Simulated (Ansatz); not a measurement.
A (001) slab of relaxed bulk Cu (Fm-3m, 11.96 Å³/atom, gap on the mesh 0.00 eV), 3 planes in a 3×3 cell with the lowest 1 held; added atoms sit on lattice sites of the next plane. A dipole correction is on. The surface energy is the mean of the held and the free face; step energies are per length and the mean of the stripe's two steps, which run along the shortest translation of the plane; step and island energies count from the flat slab and bulk atoms.

The calculation used Ansatz 0.2.0, DFT PBE, scalar-relativistic, plane waves, PAW.

Plane waves to 420 eV, a k mesh through Γ of 5×5×1 on the computed 28-atom cell and Gaussian smearing (0.10 eV); no spin polarisation.

Start (island of 1 atom):

```
Cu
1.0
     7.69986    0.00000    0.00000
     0.00000    7.69986    0.00000
     0.00000    0.00000   17.44462
Cu
28
Direct
  0.00000 0.00000 0.08599
  0.16667 0.16667 0.19002
  0.00000 0.33333 0.08599
  0.16667 0.50000 0.19002
  0.00000 0.66667 0.08599
  0.16667 0.83333 0.19002
  0.33333 0.00000 0.08599
  0.50000 0.16667 0.19002
  0.33333 0.33333 0.08599
  0.50000 0.50000 0.19002
  0.33333 0.66667 0.08599
  0.50000 0.83333 0.19002
  0.66667 0.00000 0.08599
  0.83333 0.16667 0.19002
  0.66667 0.33333 0.08599
  0.83333 0.50000 0.19002
  0.66667 0.66667 0.08599
  0.83333 0.83333 0.19002
  0.00000 0.00000 0.29406
  0.00000 0.33333 0.29406
  0.00000 0.66667 0.29406
  0.33333 0.00000 0.29406
  0.33333 0.33333 0.29406
  0.33333 0.66667 0.29406
  0.66667 0.00000 0.29406
  0.66667 0.33333 0.29406
  0.66667 0.66667 0.29406
  0.16667 0.16667 0.39810
```

**Question.** Give the relaxed structure and its energy.

**Answer.** The free energy falls by 8 meV/atom.

- island energy (eV): 0.55
- gap on the mesh (eV): 0

Relaxed structure:
```
CELL_PARAMETERS angstrom
7.69986 0.00000 0.00000
0.00000 7.69986 0.00000
0.00000 0.00000 17.44462
ATOMIC_POSITIONS crystal
Cu 0.00000 0.00000 0.08599
Cu 0.16667 0.16667 0.18636
Cu 0.00000 0.33333 0.08599
Cu 0.16667 0.49936 0.18689
Cu 0.00000 0.66667 0.08599
Cu 0.16667 0.83398 0.18689
Cu 0.33333 0.00000 0.08599
Cu 0.49936 0.16667 0.18689
Cu 0.33333 0.33333 0.08599
Cu 0.49945 0.49945 0.18699
Cu 0.33333 0.66667 0.08599
Cu 0.49945 0.83388 0.18699
Cu 0.66667 0.00000 0.08599
Cu 0.83398 0.16667 0.18689
Cu 0.66667 0.33333 0.08599
Cu 0.83388 0.49945 0.18699
Cu 0.66667 0.66667 0.08599
Cu 0.83388 0.83388 0.18699
Cu 0.99726 0.99726 0.28979
Cu 0.99726 0.33608 0.28979
Cu 0.99984 0.66667 0.28798
Cu 0.33608 0.99726 0.28979
Cu 0.33608 0.33608 0.28979
Cu 0.33349 0.66667 0.28798
Cu 0.66667 0.99984 0.28798
Cu 0.66667 0.33349 0.28798
Cu 0.66667 0.66667 0.28826
Cu 0.16667 0.16667 0.37986
```

Small energy differences in metals hang on the k mesh (about 10 mJ/m² or 1 to 2 meV/atom on the mesh of the relaxation).

The run took 4.1 min on 4 threads of Intel(R) Xeon(R) 6975P-C (Granite Rapids) (shared host), peak memory 6.1 GiB.